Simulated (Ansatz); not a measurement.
Set up this calculation in Ansatz 0.2.0, as the native input.

```
Task                : band structure
Functional          : PBEsol
Potentials or basis : all-electron LAPW, non-relativistic
Cutoff              : 293 eV (chosen from the basis error)
Basis error allowed : 0.002 eV/atom
k mesh              : 9 × 9 × 9
Occupations         : fermi-dirac, width 0.05 eV
Spin                : no spin polarisation
```

CdF2:

```
CELL_PARAMETERS angstrom
0.00000 2.69400 2.69400
2.69400 0.00000 2.69400
2.69400 2.69400 0.00000
ATOMIC_POSITIONS crystal
Cd 0.00000 0.00000 0.00000
F 0.75000 0.75000 0.75000
F 0.25000 0.25000 0.25000
```

The input as run:

input.yaml

```yaml
crystal:
  lattice:
    - [0.0, 2.694, 2.694]
    - [2.694, 0.0, 2.694]
    - [2.694, 2.694, 0.0]
  atoms:
    - { symbol: Cd, position: [0.0, 0.0, 0.0] }
    - { symbol: F, position: [0.75, 0.75, 0.75] }
    - { symbol: F, position: [0.25, 0.25, 0.25] }
kpoints:
  mp_grid: { grid: [9, 9, 9] }
  band_path:
    path:
      - [0.0, 0.0, 0.0]
      - [0.5, 0.0, 0.5]
      - [0.5, 0.25, 0.75]
      - [0.375, 0.375, 0.75]
      - [0.0, 0.0, 0.0]
      - [0.5, 0.5, 0.5]
      - [0.625, 0.25, 0.625]
      - [0.5, 0.25, 0.75]
    npoints: 10
scf:
  occupations: { method: fermi_dirac, width: 0.05 }
hamiltonian:
  xc: pbesol
  pseudopotentials:
    kind: all_electron
    lapw: { basis_error: 0.002 }
    relativity: none
output:
  forces: true
  stress: true
  eigenvalues: true
```

Potentials or basis: all-electron LAPW, non-relativistic.

The run is started by

```console
$ ansatz run input.yaml --threads 2 --pin off --max-ram 8192MiB --backend cpu --events-out ev --progress --plain --runs-dir out
```

Results of the run:

* Pressure: 1.0 GPa
* Band gap on the k mesh: 3.63 eV, indirect (least direct gap 4.25 eV)
* Band gap along the path: 3.60 eV, indirect (least direct gap 4.25 eV)

Caveat: relativity is left out, which matters for the heavier elements.

Run time: 8.4 s on 2 threads of Intel(R) Xeon(R) Platinum 8259CL CPU @ 2.50GHz (Skylake/Cascade Lake), with other jobs on the host, peak memory 0.38 GiB.
